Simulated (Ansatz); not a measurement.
# NaH: the cost of one run

Computed with Ansatz 0.2.0 (DFT LDA, frozen-core PAW, scalar-relativistic unless said, unless a step's input says otherwise).

## 1. The structure to begin with

It takes space group Fm-3m (No. 225, cubic). Conventional cell: a = 4.880 Å, b = 4.880 Å, c = 4.880 Å, α = 90.00°, β = 90.00°, γ = 90.00°. Na (site symmetry m-3m) is surrounded by 6 H at 2.44 Å. H (site symmetry m-3m) has 6 Na at 2.44 Å as nearest neighbours.

Structure file:

```cif
data_structure
_symmetry_space_group_name_H-M 'P 1'
_symmetry_Int_Tables_number 1
_cell_length_a 3.4507
_cell_length_b 3.4507
_cell_length_c 3.4507
_cell_angle_alpha 60.000
_cell_angle_beta 60.000
_cell_angle_gamma 60.000
_cell_volume 29.05
loop_
_atom_site_label
_atom_site_type_symbol
_atom_site_fract_x
_atom_site_fract_y
_atom_site_fract_z
_atom_site_occupancy
Na1 Na 0.00000 0.00000 0.00000 1
H1 H 0.50000 0.50000 0.50000 1
```

Cartesian axes are those of the input's lattice vectors. The structure goes back to a database entry.

## 2. Cell and atoms relaxed, PAW

Contents of input.yaml:

```yaml
crystal:
  lattice:
    - [0.0, 2.44, 2.44]
    - [2.44, 0.0, 2.44]
    - [2.44, 2.44, 0.0]
  atoms:
    - { symbol: Na, position: [0.0, 0.0, 0.0] }
    - { symbol: H, position: [0.5, 0.5, 0.5] }
kpoints:
  mp_grid: { grid: [12, 12, 12] }
scf:
  occupations: { method: fermi_dirac, width: 0.1 }
hamiltonian:
  xc: lda
  pseudopotentials: { kind: paw }
relax:
  f_tol: 0.002
  max_steps: 80
  cell: {}
output:
  forces: true
  stress: true
```

Command:

```sh
ansatz run input.yaml --threads 2 --pin off --max-ram 6144MiB --backend cpu --events-out ev --progress --plain --runs-dir out
```

**Question.** How long does this run take on 2 threads of AMD EPYC 9R45 (Zen 5), shared host, and how much memory does it need?

About 1.5 s, with a peak of 0.32 GiB.
